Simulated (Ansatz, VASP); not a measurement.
# Two plane-wave programs on NaI

```xyz
2
Lattice="0.0000 3.5432 3.5432 3.5432 0.0000 3.5432 3.5432 3.5432 0.0000" Properties=species:S:1:pos:R:3 pbc="T T T"
Na    0.0000    0.0000    0.0000
I     1.7716    1.7716    1.7716
```

Alike in both runs: task single point; functional HSE06; k mesh 4 × 4 × 4; no spin polarisation.

|  | VASP | Ansatz |
| --- | --- | --- |
| version | VASP 6.6.1 | Ansatz 0.2.0 |
| potentials or method | VASP PAW PBE potentials, release 64 (Na_pv, I) | plane waves |
| plane-wave cutoff (eV) | 520 | 420 |
| occupations | gaussian, width 0.01 eV | fixed |
| valence electrons in the cell | 14 | 26 |

VASP gave:

```
gap on the k mesh at the Fermi level (eV) : 4.80
pressure (GPa)                            : 0.2
```

Q: Estimate Ansatz's values.

A: gap on the k mesh at the Fermi level (eV): 4.81; pressure (GPa): 0.2.

The two sets of potentials don't hold the same shells in valence. Ansatz warned: «stress_exchange_threshold_loose».

Caveats: the PAW data sets were made with another functional, which shifts forces and pressure a little (VASP); spin-orbit coupling is left out, which moves the levels of the heavy elements.
